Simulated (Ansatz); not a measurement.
## ZnO (zincite) under changes of volume

One of the cells (11.900 Å³/atom); the others are scaled copies at fixed shape and fractional positions:

```
CELL_PARAMETERS angstrom
3.24931 0.00000 0.00000
-1.62465 2.81398 0.00000
0.00000 0.00000 5.20571
ATOMIC_POSITIONS crystal
Zn 0.66667 0.33333 0.00000
Zn 0.33333 0.66667 0.50000
O 0.33333 0.66667 0.87901
O 0.66667 0.33333 0.37901
```

| Item | Value |
| --- | --- |
| Program | Ansatz 0.2.0 |
| Functional | PBE |
| Potentials or basis | all-electron LAPW, scalar-relativistic |
| Cutoff | 429 eV (chosen from the basis error) |
| Basis error allowed | 0.001 eV/atom |
| k mesh | 9 × 9 × 5 |
| Occupations | fermi-dirac, width 0.05 eV |
| Spin | no spin polarisation |

```csv
volume (Å³/atom),energy over the lowest point (meV/atom),pressure (GPa),gap on the mesh (eV),largest force (eV/Å)
11.186,49.83,15.4,0.91,0.093
11.424,29.89,11.5,0.88,0.085
11.662,15.46,8.0,0.85,0.077
11.900,?,?,?,?
12.138,0.99,2.0,0.79,0.063
12.376,0.00,-0.6,0.76,0.056
12.614,2.63,-2.9,0.73,0.050
```

What does the run at 11.900 Å³/atom give?

Energy over the lowest point 6.00 meV/atom; pressure 4.8 GPa; gap on the mesh 0.82 eV; largest force 0.070 eV/Å.

Worked out: A Birch-Murnaghan fit of order 3 (a polynomial in V^(-2/3)) to the other rows has its minimum at 12.32 Å³/atom with B0 = V·E''(V) = 129 GPa and B' = 4.4 at fixed shape and positions, which overstates the stiffness. It gives 5.99 meV/atom at 11.900 Å³/atom, against the run's 6.00, and -dE/dV = 4.8 GPa, against 4.8. A straight line through the other rows of the gap, of slope -1.5 eV per unit of ln V (its deformation potential), gives 0.82 eV, against the run's 0.82.

Energies are extrapolated to zero smearing.
